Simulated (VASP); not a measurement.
Wanted: the native input for a VASP 6.6.1 run.

```yaml
Task: work function
Functional: PBE
Potentials_or_basis: VASP PAW PBE potentials, release 64 (C)
Cutoff: 520 eV
k_mesh: 12 × 12 × 1
Occupations: gaussian, width 0.05 eV
Spin: no spin polarisation
Dipole_correction: yes
Further_INCAR_settings: ALGO = Normal; EDIFF = 1e-06
```

The structure of C lies in POSCAR:

```
C
1.0
    2.4560526929      0.0000000000      0.0000000000
   -1.2280263465      2.1270040252      0.0000000000
    0.0000000000      0.0000000000     25.0945846916
C
8
Direct
    0.6666666667      0.3333333333      0.2988692617
    0.3333333333      0.6666666667      0.3010032749
    0.3333333333      0.6666666667      0.4322450829
    0.0000000000      0.0000000000      0.4343790960
    0.0000000000      0.0000000000      0.5656209040
    0.6666666667      0.3333333333      0.5677549171
    0.6666666667      0.3333333333      0.6989967251
    0.3333333333      0.6666666667      0.7011307383
```

The cell isn't the ideal one: the (0 0 1) slab of C, cut from the database cell, not relaxed.

The input as run:

INCAR

```
PREC = Accurate
ENCUT = 520
EDIFF = 1E-6
ISMEAR = 0
SIGMA = 0.05
LREAL = False
LASPH = True
NELM = 60
ALGO = Normal
ISIF = 2
LWAVE = False
LCHARG = True
LDIPOL = True
IDIPOL = 3
DIPOL = 0.5 0.5 0.500
GGA = PE
LELF = True
LVHAR = True
LVACPOTAV = True
```

KPOINTS

```
regular mesh
0
Gamma
  12 12 1
```

Potentials or basis: VASP PAW PBE potentials, release 64 (C).

Run with:

```sh
$ cat potpaw_PBE.64/C/POTCAR > POTCAR
$ mpirun -np 1 vasp_std > vasp.out
```

It gave:

The largest force is 0.929 eV/Å, the band gap on the k mesh is none (metal or under the smearing width) and the work function of the upper face is 4.25 eV. The work function of the lower face is 4.25 eV.

It took 77 s on 1 thread of Intel(R) Xeon(R) Platinum 8259CL CPU @ 2.50GHz (Skylake/Cascade Lake) (shared host), peak memory 0.24 GiB.
